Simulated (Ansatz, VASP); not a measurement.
One calculation of SiO2, two programs

INCAR

```
PREC = Accurate
ENCUT = 520
EDIFF = 1E-7
ISMEAR = 0
SIGMA = 0.05
LREAL = False
LASPH = True
NELM = 100
ALGO = Normal
ISIF = 2
LWAVE = False
LCHARG = False
GGA = CA
NBANDS = 25
```

KPOINTS

```
regular mesh
0
Gamma
  6 6 10
```

POSCAR

```
SiO2
1.0
    4.0902853650      0.0000000000      0.0000000000
    0.0000000000      4.0902853650      0.0000000000
    0.0000000000      0.0000000000      2.9220998647
Si O
2 4
Direct
    0.5000000000      0.5000000000      0.5000000000
    0.0000000000      0.0000000000      0.0000000000
    0.6944252994      0.6944252994      0.0000000000
    0.1944252994      0.8055747006      0.5000000000
    0.3055747006      0.3055747006      0.0000000000
    0.8055747006      0.1944252994      0.5000000000
```

Input for Ansatz:

```yaml
crystal:
  lattice:
    - [4.090285365, 0.0, 0.0]
    - [0.0, 4.090285365, 0.0]
    - [0.0, 0.0, 2.9220998647]
  atoms:
    - { symbol: Si, position: [0.5, 0.5, 0.5] }
    - { symbol: Si, position: [0.0, 0.0, 0.0] }
    - { symbol: O, position: [0.6944252994, 0.6944252994, 0.0] }
    - { symbol: O, position: [0.1944252994, 0.8055747006, 0.5] }
    - { symbol: O, position: [0.3055747006, 0.3055747006, 0.0] }
    - { symbol: O, position: [0.8055747006, 0.1944252994, 0.5] }
basis:
  ecutwfc: 520.0
kpoints:
  mp_grid: { grid: [6, 6, 10] }
hamiltonian:
  xc: lda
  pseudopotentials: { kind: paw, azcp: { folder: soft_1 } }
scf:
  occupations: { method: gaussian, width: 0.05 }
output:
  forces: true
  stress: true
  eigenvalues: true
```

Alike in both runs: task single point; functional LDA; k mesh 6 × 6 × 10; occupations gaussian, width 0.05 eV; no spin polarisation.

```csv
,VASP,Ansatz
version,VASP 6.6.1,Ansatz 0.2.0
potentials or method,"VASP PAW LDA potentials, release 64 (Si, O)","scalar-relativistic, plane waves, PAW"
plane-wave cutoff (eV),520,520
valence electrons in the cell,32,32
```

Ansatz gave:

| Quantity | Value |
| --- | --- |
| gap on the k mesh at the Fermi level (eV) | 4.31 |
| least direct gap on the mesh (eV) | 4.31 |
| pressure (GPa) | -20.2 |
| largest component of the traceless stress (GPa) | 28.45 |
| rms of the force components (eV/Å) | 0.194 |

Q: Estimate VASP's values.

A: gap on the k mesh at the Fermi level (eV): 4.31; least direct gap on the mesh (eV): 4.31; pressure (GPa): -19.3; largest component of the traceless stress (GPa): 28.34; rms of the force components (eV/Å): 0.189.

Atom by atom the forces differ by 0.005 eV/Å (rms over components). Ansatz warned: «pseudo_functional_mismatch».

Caveats: so large a pressure means that the cell lies far from this level's equilibrium, or that cutoff or potentials fall short (VASP). A k mesh can miss the band edges.
